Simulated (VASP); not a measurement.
**FeSi: what moves the LDA gap besides the functional**

How far does the LDA gap of FeSi depend on cutoff, mesh and cell? The starting structure is a cell with measured lattice constants from the literature and the atomic positions of a computed structure of the Materials Project. The atoms were first relaxed with LDA+U (Fe d 5.3 eV) in that cell, in a run that isn't shown, and the relaxed structure is the one below; that run lowered the symmetry of the given structure from space group 198 to 19, with the magnetic order that it had.

Program: VASP 6.6.1. Level of theory: Kohn-Sham DFT with plane waves and PAW; LDA. Results are calculated unless marked as measured.

### Step 1. Set-up

The structure is orthorhombic, space group P2_12_12_1 (No. 19). Conventional cell: a = 4.486 Å, b = 4.486 Å, c = 4.486 Å, α = 90.00°, β = 90.00°, γ = 90.00°. Fe has 7 Si at 2.27 to 2.57 Å nearest. Nearest to Si lie 7 Fe at 2.27 to 2.57 Å. Farther neighbours are not listed.

### Step 2. Reference bands

File INCAR:

```
SYSTEM = FeSi
PREC = Accurate
ENCUT = 350
EDIFF = 1E-06
NELM = 100
ISMEAR = 0
SIGMA = 0.03
LREAL = .FALSE.
ALGO = Normal
GGA = CA
NBANDS = 48
ISPIN = 2
MAGMOM = 3 -3 3 -3 0 0 0 0
LASPH = .TRUE.
LMAXMIX = 4
LORBIT = 11
LWAVE = .FALSE.
LCHARG = .FALSE.
KPAR = 8
```

File POSCAR:

```
FeSi
1.0
    4.4860000000      0.0000000000      0.0000000000
    0.0000000000      4.4860000000      0.0000000000
    0.0000000000      0.0000000000      4.4860000000
Fe Si
4 4
Direct
    0.1377358884      0.1491840320      0.1253492754
    0.3622641116      0.8508159680      0.6253492754
    0.6377358884      0.3508159680      0.8746507246
    0.8622641116      0.6491840320      0.3746507246
    0.8377404273      0.8421199206      0.8581137470
    0.6622595727      0.1578800794      0.3581137470
    0.3377404273      0.6578800794      0.1418862530
    0.1622595727      0.3421199206      0.6418862530
```

File KPOINTS:

```
Automatic mesh
0
Gamma
6 6 6
0 0 0
```

File KPOINTS_OPT:

```
Line mode
8
Line-mode
Reciprocal
  0.00000000   0.00000000   0.00000000 GAMMA
  0.00000000   0.50000000   0.00000000 X

  0.00000000   0.50000000   0.00000000 X
  0.50000000   0.50000000   0.00000000 M

  0.50000000   0.50000000   0.00000000 M
  0.00000000   0.00000000   0.00000000 GAMMA

  0.00000000   0.00000000   0.00000000 GAMMA
  0.50000000   0.50000000   0.50000000 R

  0.50000000   0.50000000   0.50000000 R
  0.00000000   0.50000000   0.00000000 X

  0.50000000   0.50000000   0.00000000 M
  0.50000000   0.50000000   0.50000000 R
```

Potentials, in the order of the species: Fe and Si (LDA family, release 64).

On the command line:

```console
$ mpirun -np 8 vasp_std
```

What it wrote:

```text
[banner, memory and clock lines left out]
running    8 mpi-ranks, on    1 nodes
 distrk:  each k-point on    1 cores,    8 groups
 distr:  one band on    1 cores,    1 groups

 POSCAR found type information on POSCAR FeSi
 POSCAR found :  2 types and       8 ions
|                                                                             |
|           W    W    AA    RRRRR   N    N  II  N    N   GGGG   !!!           |
|           W    W   A  A   R    R  NN   N  II  NN   N  G    G  !!!           |
|           W    W  A    A  R    R  N N  N  II  N N  N  G       !!!           |
|           W WW W  AAAAAA  RRRRR   N  N N  II  N  N N  G  GGG   !            |
|           WW  WW  A    A  R   R   N   NN  II  N   NN  G    G                |
|           W    W  A    A  R    R  N    N  II  N    N   GGGG   !!!           |
|                                                                             |
|     For optimal performance we recommend to set                             |
|       NCORE = 2 up to number-of-cores-per-socket                            |
|     NCORE specifies how many cores store one orbital (NPAR=cpu/NCORE).      |
|     This setting can greatly improve the performance of VASP for DFT.       |
|     The default, NCORE=1 might be grossly inefficient on modern             |
|     multi-core architectures or massively parallel machines. Do your        |
|     Unfortunately you need to use the default for GW and RPA                |
|     calculations (for HF NCORE is supported but not extensively tested      |
|     yet).                                                                   |
|                                                                             |

 LDA part: xc-table for (Slater(with rela. corr.)+CA(PZ))
 , standard interpolation
 POSCAR, INCAR and KPOINTS ok, starting setup
 FFT: planning ... GRIDC
 FFT: planning ... GRID_SOFT
 FFT: planning ... GRID
 WAVECAR not read
 entering main loop
       N       E                     dE             d eps       ncg     rms          rms(c)
DAV:   1     0.276066375619E+03    0.27607E+03   -0.13602E+04 12288   0.823E+02
DAV:   2    -0.473746167315E+02   -0.32344E+03   -0.29149E+03 12520   0.238E+02
DAV:   3    -0.711426388330E+02   -0.23768E+02   -0.21458E+02 14472   0.764E+01
DAV:   4    -0.718881497386E+02   -0.74551E+00   -0.74014E+00 16080   0.140E+01
DAV:   5    -0.719092758492E+02   -0.21126E-01   -0.21120E-01 15608   0.205E+00    0.337E+01
DAV:   6    -0.781691383713E+02   -0.62599E+01   -0.45133E+01 15424   0.105E+02    0.333E+01
DAV:   7    -0.661574987068E+02    0.12012E+02   -0.25808E+01 14656   0.781E+01    0.841E+00
DAV:   8    -0.660450337805E+02    0.11246E+00   -0.18359E+00 18880   0.836E+00    0.396E+00
DAV:   9    -0.659808280870E+02    0.64206E-01   -0.18490E-01 17336   0.493E+00    0.164E+00
DAV:  10    -0.659804605690E+02    0.36752E-03   -0.29206E-02 16624   0.135E+00    0.108E+00
DAV:  11    -0.659807012812E+02   -0.24071E-03   -0.57150E-03 21488   0.839E-01    0.303E-01
DAV:  12    -0.659819699410E+02   -0.12687E-02   -0.17994E-03 19592   0.542E-01    0.266E-01
DAV:  13    -0.659822154075E+02   -0.24547E-03   -0.50268E-04 14280   0.174E-01    0.206E-01
DAV:  14    -0.659828705431E+02   -0.65514E-03   -0.22175E-04 20616   0.567E-01    0.143E-01
DAV:  15    -0.659830222680E+02   -0.15172E-03   -0.21624E-04 19440   0.162E-01    0.121E-01
DAV:  16    -0.659831922091E+02   -0.16994E-03   -0.73324E-05 17048   0.324E-01    0.691E-02
DAV:  17    -0.659832689716E+02   -0.76763E-04   -0.12243E-04 19568   0.218E-01    0.398E-02
DAV:  18    -0.659833049403E+02   -0.35969E-04   -0.69165E-05 22104   0.209E-01    0.158E-02
DAV:  19    -0.659833103322E+02   -0.53920E-05   -0.16050E-05 19424   0.620E-02    0.730E-03
DAV:  20    -0.659833110302E+02   -0.69798E-06   -0.18493E-06  8616   0.213E-02
   1 F= -.65983311E+02 E0= -.65982998E+02  d E =-.625086E-03  mag=    -0.0000
 Start KPOINTS_OPT (optional k-point list driver)
k-point batch [1-48\48]
       N       E                     dE             ncg
DAV:   1     0.313532952861E+05   -0.12613E+05     9216
DAV:   2     0.160237795610E+05   -0.15330E+05     9464
DAV:   3     0.149363253975E+05   -0.10875E+04    10872
DAV:   4     0.149053304405E+05   -0.30995E+02    11136
DAV:   5     0.149044717097E+05   -0.85873E+00    11048
DAV:   6     0.149044347516E+05   -0.36958E-01    11304
DAV:   7     0.149044328735E+05   -0.18781E-02    11032
DAV:   8     0.149044327691E+05   -0.10441E-03    11000
DAV:   9     0.149044327638E+05   -0.52363E-05     7488
DAV:  10     0.149044327631E+05   -0.72835E-06     6576
```

Elapsed: 65 s, on 8 MPI ranks of AMD EPYC 7R43, shared host; peak memory 3.6 GiB.

The logs omit lines about the potential files and the build; timing stands in the text.

From OUTCAR (step 2):

```text
ion  position               nearest neighbor table
   1  0.138  0.149  0.125-   5 2.27   8 2.34   6 2.38   7 2.38   7 2.45   8 2.48   6 2.57   3 2.67
                             3 2.67   4 2.79   4 2.79   2 2.80   2 2.80
   2  0.362  0.851  0.625-   6 2.27   7 2.34   5 2.38   8 2.38   8 2.45   7 2.48   5 2.57   4 2.67
                             4 2.67   3 2.79   3 2.79   1 2.80   1 2.80
   3  0.638  0.351  0.875-   7 2.27   6 2.34   8 2.38   5 2.38   5 2.45   6 2.48   8 2.57   1 2.67
                             1 2.67   2 2.79   2 2.79   4 2.80   4 2.80
   4  0.862  0.649  0.375-   8 2.27   5 2.34   7 2.38   6 2.38   6 2.45   5 2.48   7 2.57   2 2.67
                             2 2.67   1 2.79   1 2.79   3 2.80   3 2.80
   5  0.838  0.842  0.858-   1 2.27   4 2.34   2 2.38   3 2.38   3 2.45   4 2.48   2 2.57   7 2.71
                             7 2.71   6 2.77   6 2.77   8 2.84   8 2.84
   6  0.662  0.158  0.358-   2 2.27   3 2.34   1 2.38   4 2.38   4 2.45   3 2.48   1 2.57   8 2.71
                             8 2.71   5 2.77   5 2.77   7 2.84   7 2.84
   7  0.338  0.658  0.142-   3 2.27   2 2.34   4 2.38   1 2.38   1 2.45   2 2.48   4 2.57   5 2.71
                             5 2.71   8 2.77   8 2.77   6 2.84   6 2.84
   8  0.162  0.342  0.642-   4 2.27   1 2.34   3 2.38   2 2.38   2 2.45   1 2.48   3 2.57   6 2.71
                             6 2.71   7 2.77   7 2.77   5 2.84   5 2.84

  LATTYP: Found a simple cubic cell.
 ALAT       =     4.4860000000

 Subroutine GETGRP returns: Found  4 space group operations
 (whereof  1 operations were pure point group operations)

The static configuration has the point symmetry C_1 .
 The point group associated with its full space group is D_2 .

 Found     64 irreducible k-points:

   k-points           NKPTS =     64   k-points in BZ     NKDIM =     64   number of bands    NBANDS=     48

   dimension x,y,z NGX =    28 NGY =   28 NGZ =   28
   dimension x,y,z NGXF=    56 NGYF=   56 NGZF=   56

   ENCUT  =  350.0 eV  25.72 Ry    5.07 a.u.   6.84  6.84  6.84*2*pi/ulx,y,z

   NELECT =      48.0000    total number of electrons

 k-points in reciprocal lattice and weights: Automatic mesh
   0.00000000  0.00000000  0.00000000       0.005
   0.16666667  0.00000000  0.00000000       0.009
   0.00000000  0.16666667  0.00000000       0.009
   0.00000000  0.00000000  0.16666667       0.009
   0.33333333  0.00000000  0.00000000       0.009
   0.00000000  0.33333333  0.00000000       0.009
   0.00000000  0.00000000  0.33333333       0.009
   0.50000000  0.00000000  0.00000000       0.005
   0.00000000  0.50000000  0.00000000       0.005
[...]
0.50000000  0.33333333  0.50000000       0.009
   0.50000000  0.50000000  0.50000000       0.005

 average (electrostatic) potential at core
       1 -40.1363       2 -40.1363       3 -40.1363       4 -40.1363       5 -81.5776
       6 -81.5776       7 -81.5776       8 -81.5776

 E-fermi :   9.4070

 spin component 1
 k-point     1 :       0.0000    0.0000    0.0000
  band No.  band energies     occupation
    ...
     20       9.0549      1.00000
     21       9.0699      1.00000
     22       9.1873      1.00000
     23       9.2709      1.00000
     24       9.3471      0.99760
     25       9.7786      0.00000
     26       9.9645      0.00000
     27      10.0346      0.00000
     28      12.0856      0.00000
     29      12.1641      0.00000
    ...

 k-point     2 :       0.1667    0.0000    0.0000
  band No.  band energies     occupation
    ...
     20       8.9487      1.00000
     21       8.9722      1.00000
     22       9.2463      1.00000
     23       9.2711      1.00000
     24       9.3118      1.00000
     25       9.6221      0.00000
     26       9.9515      0.00000
     27      10.3000      0.00000
     28      11.6311      0.00000
     29      12.0484      0.00000
    ...

 k-point     3 :       0.0000    0.1667    0.0000
  band No.  band energies     occupation
    ...
     20       8.7972      1.00000
     21       8.9557      1.00000
     22       9.2095      1.00000
     23       9.3438      0.99855
     24       9.3568      0.99094
     25       9.7070      0.00000
     26       9.7319      0.00000
     27      10.4359      0.00000
     28      11.6998      0.00000
     29      11.7479      0.00000
    ...

 k-point     4 :       0.0000    0.0000    0.1667
  band No.  band energies     occupation
    ...
     20       8.8315      1.00000
     21       8.9624      1.00000
     22       9.2091      1.00000
     23       9.3291      0.99988
     24       9.3356      0.99962
     25       9.6852      0.00000
     26       9.8678      0.00000
     27      10.3380      0.00000
     28      11.6552      0.00000
     29      11.7121      0.00000
    ...

 k-point     5 :       0.3333    0.0000    0.0000
  band No.  band energies     occupation
    ...
     20       8.5031      1.00000
     21       8.9763      1.00000
     22       9.2094      1.00000
     23       9.2600      1.00000
     24       9.3201      0.99998
     25       9.5353      0.00000
     26       9.7384      0.00000
     27      10.6711      0.00000
     28      11.3699      0.00000
     29      11.3932      0.00000
    ...

 k-point     6 :       0.0000    0.3333    0.0000
  band No.  band energies     occupation
    ...
     20       8.4012      1.00000
     21       8.8903      1.00000
     22       9.0625      1.00000
     23       9.2990      1.00000
     24       9.3542      0.99355
     25       9.5320      0.00000
     26       9.5938      0.00000
     27      10.8277      0.00000
     28      11.2516      0.00000
     29      11.5017      0.00000
    ...

  Total       -8.5912814    -10.3245179    -10.1282755      0.0000000      0.0000000      0.0000000
  in kB     -152.4722177   -183.2325203   -179.7497435      0.0000000      0.0000000      0.0000000
  external PRESSURE =    -171.8181605 kB  Pullay stress =       0.0000000 kB

  energy-cutoff  :      350.00
  volume of cell :       90.28
      direct lattice vectors                 reciprocal lattice vectors
     4.486000000  0.000000000  0.000000000     0.222915738  0.000000000  0.000000000
     0.000000000  4.486000000  0.000000000     0.000000000  0.222915738  0.000000000
     0.000000000  0.000000000  4.486000000     0.000000000  0.000000000  0.222915738

 POSITION                                       TOTAL-FORCE (eV/Angst)
 -----------------------------------------------------------------------------------
      0.61788      0.66924      0.56232        -0.080340     -0.603198      0.321303
      1.62512      3.81676      2.80532         0.080340      0.603198      0.321303
      2.86088      1.57376      3.92368        -0.080340      0.603198     -0.321303
      3.86812      2.91224      1.68068         0.080340     -0.603198     -0.321303
      3.75810      3.77775      3.84950        -0.209296     -0.379420     -0.518046
      2.97090      0.70825      1.60650         0.209296      0.379420     -0.518046
      1.51510      2.95125      0.63650        -0.209296      0.379420      0.518046
      0.72790      1.53475      2.87950         0.209296     -0.379420      0.518046
 -----------------------------------------------------------------------------------
    total drift:                               -0.000000      0.000000      0.000000

  FREE ENERGIE OF THE ION-ELECTRON SYSTEM (eV)
  ---------------------------------------------------
  free  energy   TOTEN  =       -65.9833110302 eV

  energy  without entropy=      -65.9826859440  energy(sigma->0) =      -65.98299849

 total charge
# of ion       s       p       d       tot
------------------------------------------
    1        0.431   0.610   6.557   7.599
    2        0.431   0.610   6.557   7.599
    3        0.431   0.610   6.557   7.599
    4        0.431   0.610   6.557   7.599
    5        0.742   0.888   0.000   1.630
    6        0.742   0.888   0.000   1.630
    7        0.742   0.888   0.000   1.630
    8        0.742   0.888   0.000   1.630
--------------------------------------------------
tot          4.691   5.992  26.229  36.912

 magnetization (x)
# of ion       s       p       d       tot
------------------------------------------
    1        0.000   0.000   0.001   0.001
    2       -0.000  -0.000  -0.001  -0.001
    3        0.000   0.000   0.001   0.001
    4       -0.000  -0.000  -0.001  -0.001
    5       -0.000   0.000   0.000   0.000
    6        0.000  -0.000   0.000  -0.000
    7       -0.000   0.000   0.000   0.000
    8        0.000  -0.000   0.000  -0.000
--------------------------------------------------
tot          0.000   0.000   0.000   0.000

[... 1 further part left out ...]
```

The moments of the start collapse, so the state is non-magnetic; other starts or orders were not tried. At this level the cell is under a tension of 17.2 GPa, so at these settings it is away from equilibrium.

The reference gap is 0.071 eV.

### Step 3. Bands with cell and atoms relaxed by LDA

Against step 2 the input has another starting structure. The cell comes from a relaxation at this level, not shown (83.61 Å³).

INCAR is that of step 2.

File POSCAR:

```
FeSi
1.0
    4.3725752892      0.0000000000      0.0000000000
    0.0000000000      4.3728705380      0.0000000000
    0.0000000000      0.0000000000      4.3726316319
Fe Si
4 4
Direct
    0.1371895134      0.1371350883      0.1371508143
    0.3628104866      0.8628649117      0.6371508143
    0.6371895134      0.3628649117      0.8628491857
    0.8628104866      0.6371350883      0.3628491857
    0.8407659143      0.8408922000      0.8408522126
    0.6592340857      0.1591078000      0.3408522126
    0.3407659143      0.6591078000      0.1591477874
    0.1592340857      0.3408922000      0.6591477874
```

KPOINTS is that of step 2.

File KPOINTS_OPT:

```
Line mode
8
Line-mode
Reciprocal
  0.00000000   0.00000000   0.00000000 GAMMA
  0.00000000   0.00000000  -0.50000000 X

  0.00000000   0.00000000  -0.50000000 X
 -0.50000000   0.00000000  -0.50000000 M

 -0.50000000   0.00000000  -0.50000000 M
  0.00000000   0.00000000   0.00000000 GAMMA

  0.00000000   0.00000000   0.00000000 GAMMA
 -0.50000000  -0.50000000  -0.50000000 R

 -0.50000000  -0.50000000  -0.50000000 R
  0.00000000   0.00000000  -0.50000000 X

 -0.50000000   0.00000000  -0.50000000 M
 -0.50000000  -0.50000000  -0.50000000 R
```

On the command line:

```console
$ mpirun -np 8 vasp_std
```

What it wrote:

```text
[banner, memory and clock lines left out]
running    8 mpi-ranks, on    1 nodes
[...]
[... a notice as in an earlier step ...]

 LDA part: xc-table for (Slater(with rela. corr.)+CA(PZ))
 , standard interpolation
 POSCAR, INCAR and KPOINTS ok, starting setup
[...]
entering main loop
       N       E                     dE             d eps       ncg     rms          rms(c)
DAV:   1     0.287856876025E+03    0.28786E+03   -0.13525E+04 12288   0.842E+02
DAV:   2    -0.456259508308E+02   -0.33348E+03   -0.29992E+03 12456   0.244E+02
DAV:   3    -0.711040213246E+02   -0.25478E+02   -0.22972E+02 14384   0.794E+01
DAV:   4    -0.719119793780E+02   -0.80796E+00   -0.80173E+00 16080   0.150E+01
[...]
DAV:  12    -0.665500588991E+02    0.89472E-04   -0.53257E-04 14424   0.192E-01    0.969E-02
DAV:  13    -0.665500403681E+02    0.18531E-04   -0.54375E-05 15664   0.769E-02    0.408E-02
DAV:  14    -0.665500401496E+02    0.21851E-06   -0.58092E-06 14200   0.230E-02
   1 F= -.66550040E+02 E0= -.66550032E+02  d E =-.155146E-04  mag=     0.0000
 Start KPOINTS_OPT (optional k-point list driver)
k-point batch [1-48\48]
       N       E                     dE             ncg
DAV:   1     0.332708820422E+05   -0.11224E+05     9216
DAV:   2     0.175955417029E+05   -0.15675E+05     9488
DAV:   3     0.164481383002E+05   -0.11474E+04    10824
DAV:   4     0.164155400408E+05   -0.32598E+02    11072
[...]
DAV:   8     0.164146391657E+05   -0.95623E-04    10976
DAV:   9     0.164146391612E+05   -0.45642E-05     7280
DAV:  10     0.164146391605E+05   -0.73274E-06     6520
```

Run time: 41 s. Hardware: 8 MPI ranks; peak memory 3.2 GiB.

From OUTCAR (step 3):

```text
  Total       -0.1785563     -0.1916856     -0.1824874      0.0000000      0.0000000      0.0000000
  in kB       -3.4216763     -3.6732731     -3.4970084      0.0000000      0.0000000      0.0000000
  external PRESSURE =      -3.5306526 kB  Pullay stress =       0.0000000 kB

 POSITION                                       TOTAL-FORCE (eV/Angst)
 -----------------------------------------------------------------------------------
      0.59987      0.59967      0.59971        -0.000555      0.000366     -0.000711
      1.58642      3.77320      2.78603         0.000555     -0.000366     -0.000711
      2.78616      1.58676      3.77292        -0.000555     -0.000366      0.000711
      3.77270      2.78611      1.58661         0.000555      0.000366      0.000711
      3.67631      3.67711      3.67674         0.003227     -0.000909      0.000068
      2.88255      0.69576      1.49042        -0.003227      0.000909      0.000068
      1.49002      2.88219      0.69589         0.003227      0.000909     -0.000068
      0.69626      1.49068      2.88221        -0.003227     -0.000909     -0.000068
 -----------------------------------------------------------------------------------
    total drift:                                0.000000      0.000000     -0.000000

  FREE ENERGIE OF THE ION-ELECTRON SYSTEM (eV)
  ---------------------------------------------------
  free  energy   TOTEN  =       -66.5500401496 eV

  energy  without entropy=      -66.5500246350  energy(sigma->0) =      -66.55003239

 magnetization (x)
# of ion       s       p       d       tot
------------------------------------------
    1       -0.000  -0.000  -0.000  -0.000
    2        0.000   0.000   0.000   0.000
    3       -0.000  -0.000  -0.000  -0.000
    4        0.000   0.000   0.000   0.000
    5       -0.000  -0.000   0.000  -0.000
    6        0.000   0.000   0.000   0.000
    7       -0.000  -0.000   0.000  -0.000
    8        0.000   0.000   0.000   0.000
--------------------------------------------------
tot          0.000   0.000   0.000   0.000

[... 1 part as in an earlier step ...]

[... 2 further parts left out ...]
[key lines of the parts left out:]
E-fermi :  10.3979
```

With cell and atoms relaxed by LDA the gap is 0.128 eV, +0.057 eV from the reference.

(Part 1 of 2 ends here.)

[Lines on the potential files, build, host, timing and source positions are cut from VASP's logs without a mark.]

[Logs are printed without paths, hosts, clocks, repeated set-up lines and the standing remarks that a program may print on its own settings, such as how far it seeks lower states.]

[Hosts, paths, dates, database ids (printed as entryN), source tags and the programs' standing remarks are cut or masked in the printed files.]
